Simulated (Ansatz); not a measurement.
Born–Oppenheimer molecular dynamics of a periodic cell of 16 atoms, Si (start crystal Si, start structure diamond, volume 1.15 times the crystal's). It starts from a structure without forces on its atoms.

Theory: DFT PBEsol, scalar-relativistic, plane waves, PAW in Ansatz. Settings: cutoff 420 eV, k mesh 2x2x2, fermi-dirac smearing 0.3 eV, no spin polarisation.

- ensemble: NVT, Langevin thermostat
- time step: 1.5 fs
- steps asked: 80
- set temperature: 3500 K
- friction: 0.02 /fs
- seed: 826780

First frame:

```xyz
16
Lattice="0.0000 5.6890 5.6890 5.6890 0.0000 5.6890 5.6890 5.6890 0.0000" Properties=species:S:1:pos:R:3
Si 0.000 0.000 0.000
Si 1.422 1.422 1.422
Si 2.845 2.845 0.000
Si 4.267 4.267 1.422
Si 2.845 0.000 2.845
Si 4.267 1.422 4.267
Si 5.689 2.845 2.845
Si 7.111 4.267 4.267
Si 0.000 2.845 2.845
Si 1.422 4.267 4.267
Si 2.845 5.689 2.845
Si 4.267 7.111 4.267
Si 2.845 2.845 5.689
Si 4.267 4.267 7.111
Si 5.689 5.689 5.689
Si 7.111 7.111 7.111
```

(1) What does the run give?

(2) What happens to the structure?

(3) How do temperature and energy run in time?

Results:

(1) The run went to its last step.

```
steps done                                               : 80
time covered                                             : 120 fs
mean temperature over the second half                    : 2403 K
spread of the potential energy over the second half      : 29.5 meV per atom
mean potential energy of the second half above the start : 422.4 meV per atom
```

The mean temperature of the second half is 31 % below the set value. A run of 0.12 ps of so small a system gives no equilibrium averages. Limits of this set-up: coarse k mesh.

(2) Mean squared displacements from the first frame to the last, about the centre of mass: Si 0.48 Å². Another seed would give other details.

(3) 
| time (fs) | T (K) | potential energy less start (eV) |
| --- | --- | --- |
| 0.0 | 3281 | 0.000 |
| 6.0 | 2193 | 0.604 |
| 12.0 | 2156 | 1.857 |
| 18.0 | 1454 | 3.142 |
| 24.0 | 1740 | 3.422 |
| 30.0 | 1675 | 3.421 |
| 36.0 | 2283 | 3.365 |
| 42.0 | 2437 | 3.781 |
| 48.0 | 2297 | 4.494 |
| 54.0 | 2316 | 5.354 |
| 60.0 | 1978 | 5.976 |
| 66.0 | 2099 | 6.263 |
| 72.0 | 2251 | 6.190 |
| 78.0 | 2881 | 6.271 |
| 84.0 | 2654 | 6.856 |
| 90.0 | 2371 | 7.232 |
| 96.0 | 2412 | 7.430 |
| 102.0 | 2039 | 7.403 |
| 108.0 | 2429 | 7.003 |
| 114.0 | 2489 | 6.719 |
| 120.0 | 2945 | 6.633 |

Time of the run: 8 min on 1 thread of Arm Neoverse V2, with other jobs on the host, peak memory 0.7 GiB.
